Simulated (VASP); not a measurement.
# Pr (Fm-3m) in VASP: settings compared

The runs below take Pr through band structure, relaxation of cell and atoms, with BLYP+D3(BJ), SCAN+D4+U.

All numbers are computed with VASP 6.6.1; they aren't measurements. Logs are shortened: lines on timing, memory, paths and dates and some standing lists are left out, and cuts for length are marked.

## 1. The crystal as given

Symmetry: Fm-3m, No. 225, cubic system. Conventional cell: a = 5.161 Å, b = 5.161 Å, c = 5.161 Å, α = 90.00°, β = 90.00°, γ = 90.00°. Pr (site symmetry m-3m) is surrounded by 12 Pr at 3.65 Å.

This isn't the form of Pr at room conditions, which is double hcp.

## 2. Band structure, BLYP+D3(BJ), collinear spin, ferromagnetic start

run.py reads:

```python
from ase.calculators.vasp import Vasp
from ase.dft.bandgap import bandgap
from ase.io import read

atoms = read('Pr.cif', primitive_cell=True, subtrans_included=False)
atoms.set_initial_magnetic_moments([2.0])
calc = Vasp(
    directory='calc',
    xc='blyp',
    pp='PBE',
    setups={'base': 'minimal', 'Pr': '_3'},
    prec='Accurate',
    encut=600,
    ediff=1e-06,
    ismear=0,
    sigma=0.1,
    lreal=False,
    lasph=True,
    nelm=100,
    algo='Normal',
    isif=2,
    lwave=False,
    lcharg=True,
    ispin=2,
    lorbit=11,
    lmaxmix=6,
    ivdw=12,
    vdw_s6=1.0,
    vdw_s8=2.6996,
    vdw_a1=0.4298,
    vdw_a2=4.2359,
    kpts=[9, 9, 9],
    gamma=True,
)
atoms.calc = calc

print('energy (eV):', atoms.get_potential_energy())
print('free energy (eV):', atoms.get_potential_energy(force_consistent=True))
efermi = calc.get_fermi_level()
print('Fermi level (eV):', efermi)
path = atoms.cell.bandpath(npoints=40, eps=1e-4)
print('path:', path.path)
calc.set(kpts=path.kpts, reciprocal=True, icharg=11, isym=0, lcharg=False)
calc.calculate(atoms)
print('gap on the path (eV):', bandgap(calc, efermi=efermi)[0])
print('direct gap on the path (eV):', bandgap(calc, efermi=efermi, direct=True)[0])
```

Pr.cif reads:

```cif
data_Pr
_cell_length_a 5.16100000
_cell_length_b 5.16100000
_cell_length_c 5.16100000
_cell_angle_alpha 90.00000000
_cell_angle_beta 90.00000000
_cell_angle_gamma 90.00000000
_space_group_name_H-M_alt 'Fm-3m'
_space_group_name_Hall '-F 4 2 3'
_space_group_IT_number 225
loop_
_space_group_symop_operation_xyz
'x,y,z'
'-x,-y,-z'
'-y,x,z'
'y,-x,-z'
'-x,-y,z'
'x,y,-z'
'y,-x,z'
'-y,x,-z'
'x,-y,-z'
'-x,y,z'
'-y,-x,-z'
'y,x,z'
'-x,y,-z'
'x,-y,z'
'y,x,-z'
'-y,-x,z'
'z,x,y'
'-z,-x,-y'
'z,-y,x'
'-z,y,-x'
'z,-x,-y'
'-z,x,y'
'z,y,-x'
'-z,-y,x'
'-z,x,-y'
'z,-x,y'
'-z,-y,-x'
'z,y,x'
'-z,-x,y'
'z,x,-y'
'-z,y,x'
'z,-y,-x'
'y,z,x'
'-y,-z,-x'
'x,z,-y'
'-x,-z,y'
'-y,z,-x'
'y,-z,x'
'-x,z,y'
'x,-z,-y'
'-y,-z,x'
'y,z,-x'
'-x,-z,-y'
'x,z,y'
'y,-z,-x'
'-y,z,x'
'x,-z,y'
'-x,z,-y'
'x,y+1/2,z+1/2'
'-x,-y+1/2,-z+1/2'
'-y,x+1/2,z+1/2'
[... 62 lines left out ...]
'-z+1/2,-x,-y+1/2'
'z+1/2,-y,x+1/2'
'-z+1/2,y,-x+1/2'
'z+1/2,-x,-y+1/2'
'-z+1/2,x,y+1/2'
'z+1/2,y,-x+1/2'
'-z+1/2,-y,x+1/2'
'-z+1/2,x,-y+1/2'
'z+1/2,-x,y+1/2'
'-z+1/2,-y,-x+1/2'
'z+1/2,y,x+1/2'
'-z+1/2,-x,y+1/2'
'z+1/2,x,-y+1/2'
'-z+1/2,y,x+1/2'
'z+1/2,-y,-x+1/2'
'y+1/2,z,x+1/2'
'-y+1/2,-z,-x+1/2'
'x+1/2,z,-y+1/2'
'-x+1/2,-z,y+1/2'
'-y+1/2,z,-x+1/2'
'y+1/2,-z,x+1/2'
'-x+1/2,z,y+1/2'
'x+1/2,-z,-y+1/2'
'-y+1/2,-z,x+1/2'
'y+1/2,z,-x+1/2'
'-x+1/2,-z,-y+1/2'
'x+1/2,z,y+1/2'
'y+1/2,-z,-x+1/2'
'-y+1/2,z,x+1/2'
'x+1/2,-z,y+1/2'
'-x+1/2,z,-y+1/2'
'x+1/2,y+1/2,z'
'-x+1/2,-y+1/2,-z'
'-y+1/2,x+1/2,z'
'y+1/2,-x+1/2,-z'
'-x+1/2,-y+1/2,z'
'x+1/2,y+1/2,-z'
'y+1/2,-x+1/2,z'
'-y+1/2,x+1/2,-z'
'x+1/2,-y+1/2,-z'
'-x+1/2,y+1/2,z'
'-y+1/2,-x+1/2,-z'
'y+1/2,x+1/2,z'
'-x+1/2,y+1/2,-z'
'x+1/2,-y+1/2,z'
'y+1/2,x+1/2,-z'
'-y+1/2,-x+1/2,z'
'z+1/2,x+1/2,y'
'-z+1/2,-x+1/2,-y'
'z+1/2,-y+1/2,x'
'-z+1/2,y+1/2,-x'
'z+1/2,-x+1/2,-y'
'-z+1/2,x+1/2,y'
'z+1/2,y+1/2,-x'
'-z+1/2,-y+1/2,x'
'-z+1/2,x+1/2,-y'
'z+1/2,-x+1/2,y'
'-z+1/2,-y+1/2,-x'
'z+1/2,y+1/2,x'
'-z+1/2,-x+1/2,y'
'z+1/2,x+1/2,-y'
'-z+1/2,y+1/2,x'
'z+1/2,-y+1/2,-x'
'y+1/2,z+1/2,x'
'-y+1/2,-z+1/2,-x'
'x+1/2,z+1/2,-y'
'-x+1/2,-z+1/2,y'
'-y+1/2,z+1/2,-x'
'y+1/2,-z+1/2,x'
'-x+1/2,z+1/2,y'
'x+1/2,-z+1/2,-y'
'-y+1/2,-z+1/2,x'
'y+1/2,z+1/2,-x'
'-x+1/2,-z+1/2,-y'
'x+1/2,z+1/2,y'
'y+1/2,-z+1/2,-x'
'-y+1/2,z+1/2,x'
'x+1/2,-z+1/2,y'
'-x+1/2,z+1/2,-y'
loop_
_atom_site_label
_atom_site_type_symbol
_atom_site_symmetry_multiplicity
_atom_site_Wyckoff_symbol
_atom_site_fract_x
_atom_site_fract_y
_atom_site_fract_z
_atom_site_occupancy
Pr1 Pr 4 a 0.0000000000 0.0000000000 0.0000000000 1
```

Potentials or basis: VASP PAW PBE potentials, release 64 (Pr_3), 4f in core.

The run is started by

```sh
$ python run.py
```

Output:

```text
energy (eV): -4.68673377
free energy (eV): -4.69103953
Fermi level (eV): 4.36025331
path: GXWKGLUWLK,UX
gap on the path (eV): 0.0
direct gap on the path (eV): 0.0
```

OUTCAR:

```text
ENCUT = 600.000000
   EDIFF = 1.00e-06
   GGA = B5
   PREC = Accurate
   ICHARG = 11
   ISIF = 2
   ISMEAR = 0
   ISPIN = 2
   ISYM = 0
   LORBIT = 11
   NELM = 100
   IVDW = 12
   LASPH = .TRUE.
   LREAL = .FALSE.
 IVDW          = 12

 ion  position               nearest neighbor table
   1  0.000  0.000  0.000-

IMPORTANT INFORMATION: All symmetrisations will be switched off!
NOSYMM: (Re-)initialisation of all symmetry stuff for point group C_1.

----------------------------------------------------------------------------------------

                                     Primitive cell

  volume of cell :      34.3670

  direct lattice vectors                    reciprocal lattice vectors
     0.000000000  2.580500000  2.580500000    -0.193760899  0.193760899  0.193760899
     2.580500000  0.000000000  2.580500000     0.193760899 -0.193760899  0.193760899
     2.580500000  2.580500000  0.000000000     0.193760899  0.193760899 -0.193760899

  length of vectors
     3.649378098  3.649378098  3.649378098     0.335603722  0.335603722  0.335603722

  position of ions in fractional coordinates (direct lattice)
     0.000000000  0.000000000  0.000000000

  ion indices of the primitive-cell ions
   primitive index   ion index
                 1           1

----------------------------------------------------------------------------------------

 KPOINTS: KPOINTS created by Atomic Simulation Env

Read explicit list of k-points.

 Found     40 k-points:

 Following reciprocal coordinates:
            Coordinates               Weight
  0.000000  0.000000  0.000000      0.025000
  0.100000  0.000000  0.100000      0.025000
  0.200000  0.000000  0.200000      0.025000
  0.300000  0.000000  0.300000      0.025000
  0.400000  0.000000  0.400000      0.025000
  0.500000  0.000000  0.500000      0.025000
[... 16 lines left out ...]
  0.593750  0.312500  0.593750      0.025000
  0.625000  0.250000  0.625000      0.025000
 [... further k-points ...]
   k-points           NKPTS =     40   k-points in BZ     NKDIM =     40   number of bands    NBANDS=     10
   number of dos      NEDOS =    301   number of ions     NIONS =      1
[... 689 lines left out ...]
 k-point    24 :       0.6250    0.2500    0.6250
  band No.  band energies     occupation
      1     -31.7634      1.00000
      2     -14.3751      1.00000
      3     -14.1316      1.00000
      4     -13.7479      1.00000
      5       2.9636      1.00000
      6       3.8774      1.00000
      7       6.2326      0.00000
      8       8.0154      0.00000
      9       9.6142      0.00000
     10      11.0865      0.00000

 [... further k-points ...]

------------------------ aborting loop because EDIFF is reached ----------------------------------------

 total charge

# of ion       s       p       d       tot
------------------------------------------
    1        2.144   5.691   1.023   8.857

 magnetization (x)

# of ion       s       p       d       tot
------------------------------------------
    1       -0.000  -0.000  -0.000  -0.000

 ---------------------------------------------------------------------------------------------

         DFTD3 V3.0 Rev 1
 DF unknown
 parameters
 k1-k3        =   16.0000    1.3333   -4.0000
 Edisp (eV)   -1.00110

 E6    (eV) :    -0.1862
 E8    (eV) :    -0.8149
 % E8        : 81.40

  FORCE on cell =-STRESS in cart. coord.  units (eV):
  Direction    XX          YY          ZZ          XY          YZ          ZX
  --------------------------------------------------------------------------------------
  -------------------------------------------------------------------------------------
  Total       0.83274    -1.77818    -1.78975     0.84311    -1.67317     0.40712
  in kB      38.82204   -82.89796   -83.43743    39.30538   -78.00267    18.97979
  external pressure =      -42.50 kB  Pullay stress =        0.00 kB

 VOLUME and BASIS-vectors are now :
 -----------------------------------------------------------------------------
  energy-cutoff  :      600.00
  volume of cell :       34.37
      direct lattice vectors                 reciprocal lattice vectors
     0.000000000  2.580500000  2.580500000    -0.193760899  0.193760899  0.193760899
     2.580500000  0.000000000  2.580500000     0.193760899 -0.193760899  0.193760899
     2.580500000  2.580500000  0.000000000     0.193760899  0.193760899 -0.193760899

  length of vectors
     3.649378098  3.649378098  3.649378098     0.335603722  0.335603722  0.335603722

 FORCES acting on ions
    electron-ion (+dipol)            ewald-force                    non-local-force                 convergence-correction
 -----------------------------------------------------------------------------------------------
   -.115E-04 0.147E-04 -.791E-05   -.711E-15 0.403E-15 -.172E-14   -.514E-05 0.636E-05 -.450E-05   0.700E-05 -.973E-05 0.560E-05
 -----------------------------------------------------------------------------------------------
   -.115E-04 0.147E-04 -.791E-05   -.711E-15 0.403E-15 -.172E-14   -.514E-05 0.636E-05 -.450E-05   0.700E-05 -.973E-05 0.560E-05

 POSITION                                       TOTAL-FORCE (eV/Angst)
 -----------------------------------------------------------------------------------
      0.00000      0.00000      0.00000        -0.000010      0.000011     -0.000007
 -----------------------------------------------------------------------------------
    total drift:                               -0.000010      0.000011     -0.000007

--------------------------------------------------------------------------------------------------------

  FREE ENERGIE OF THE ION-ELECTRON SYSTEM (eV)
  ---------------------------------------------------
  free  energy   TOTEN  =        -5.3866363514 eV

  energy  without entropy=       -5.3807065989  energy(sigma->0) =       -5.38367148

--------------------------------------------------------------------------------------------------------

--------------------------------------------------------------------------------------------------------

 total charge

# of ion       s       p       d       tot
------------------------------------------
    1        2.144   5.691   1.023   8.857

 magnetization (x)

# of ion       s       p       d       tot
------------------------------------------
    1       -0.000  -0.000  -0.000  -0.000

=======================================================================
```

INCAR:

```text
AGGAC = 1.000000
AGGAX = 1.000000
ALDAC = 0.000000
ENCUT = 600.000000
SIGMA = 0.100000
VDW_S6 = 1.000000
VDW_S8 = 2.699600
VDW_A1 = 0.429800
VDW_A2 = 4.235900
ALDAX = 1.000000
EDIFF = 1.00e-06
ALGO = Normal
GGA = B5
PREC = Accurate
ICHARG = 11
ISIF = 2
ISMEAR = 0
ISPIN = 2
ISYM = 0
LMAXMIX = 6
LORBIT = 11
NELM = 100
IVDW = 12
LASPH = .TRUE.
LCHARG = .FALSE.
LWAVE = .FALSE.
LREAL = .FALSE.
MAGMOM = 1*2.0000
```

Run time: 66 s. Hardware: 1 thread of Intel Xeon Platinum 8488C (Sapphire Rapids), shared host; peak memory 0.2 GiB.

Results:

```yaml
Band_gap_along_the_path: none (metal or under the smearing width)
Net_moment: 0.00 μB per cell
Dispersion_energy_per_atom: -1.001 eV
```

Levels at the corners of the path, in eV from the Fermi level:
Spin up:
```
point  band 1  band 2  band 3  band 4  band 5  band 6  band 7  band 8  band 9  band 10
    Γ  -36.34  -17.75  -17.75  -17.75   -3.62    1.34    1.34    1.34    3.73     3.73
    X  -36.12  -18.93  -18.20  -18.20   -2.14   -1.55    4.08    5.66    6.23     6.23
    W  -36.12  -18.58  -18.58  -18.23   -0.91    0.42    0.42    2.62    6.24     8.87
    K  -36.12  -18.74  -18.49  -18.11   -1.40   -0.48    1.87    3.66    5.25     6.73
    Γ  -36.34  -17.75  -17.75  -17.75   -3.62    1.34    1.34    1.34    3.73     3.73
    L  -36.17  -19.01  -17.92  -17.92   -1.96    1.15    1.15    2.46    5.64     5.64
    U  -36.12  -18.74  -18.49  -18.11   -1.40   -0.48    1.87    3.66    5.25     6.73
    W  -36.12  -18.58  -18.58  -18.23   -0.91    0.42    0.42    2.62    6.24     8.87
    L  -36.17  -19.01  -17.92  -17.92   -1.96    1.15    1.15    2.46    5.64     5.64
    K  -36.12  -18.74  -18.49  -18.11   -1.40   -0.48    1.87    3.66    5.25     6.73
    U  -36.12  -18.74  -18.49  -18.11   -1.40   -0.48    1.87    3.66    5.25     6.73
    X  -36.12  -18.93  -18.20  -18.20   -2.14   -1.55    4.08    5.66    6.23     6.23
```
Spin down:
```tsv
point	band 1	band 2	band 3	band 4	band 5	band 6	band 7	band 8	band 9	band 10
Γ	-36.34	-17.75	-17.75	-17.75	-3.62	1.34	1.34	1.34	3.73	3.73
X	-36.12	-18.93	-18.20	-18.20	-2.14	-1.55	4.08	5.66	6.23	6.23
W	-36.12	-18.58	-18.58	-18.23	-0.91	0.42	0.42	2.62	6.24	8.90
K	-36.12	-18.74	-18.49	-18.11	-1.40	-0.48	1.87	3.66	5.25	6.73
Γ	-36.34	-17.75	-17.75	-17.75	-3.62	1.34	1.34	1.34	3.73	3.73
L	-36.17	-19.01	-17.92	-17.92	-1.96	1.15	1.15	2.46	5.64	5.64
U	-36.12	-18.74	-18.49	-18.11	-1.40	-0.48	1.87	3.66	5.25	6.73
W	-36.12	-18.58	-18.58	-18.23	-0.91	0.42	0.42	2.62	6.24	8.87
L	-36.17	-19.01	-17.92	-17.92	-1.96	1.15	1.15	2.46	5.64	5.64
K	-36.12	-18.74	-18.49	-18.11	-1.40	-0.48	1.87	3.66	5.25	6.73
U	-36.12	-18.74	-18.49	-18.11	-1.40	-0.48	1.87	3.66	5.25	6.73
X	-36.12	-18.93	-18.20	-18.20	-2.14	-1.55	4.08	5.66	6.23	6.23
```

Caveat: the log is that of the step along the path at fixed density, whose energy, stress, charges and moments have no meaning; the magnetic or orbital state may not be the lowest; the PAW data sets were made with another functional, which shifts forces and pressure a little; spin-orbit coupling is left out, which moves the levels of the heavy elements; the 4f electrons are frozen in the core as for a trivalent ion, so they carry no moment and show no levels; pairwise dispersion overbinds metals, which lowers pressure and volume.

[end of part 1 of 2]
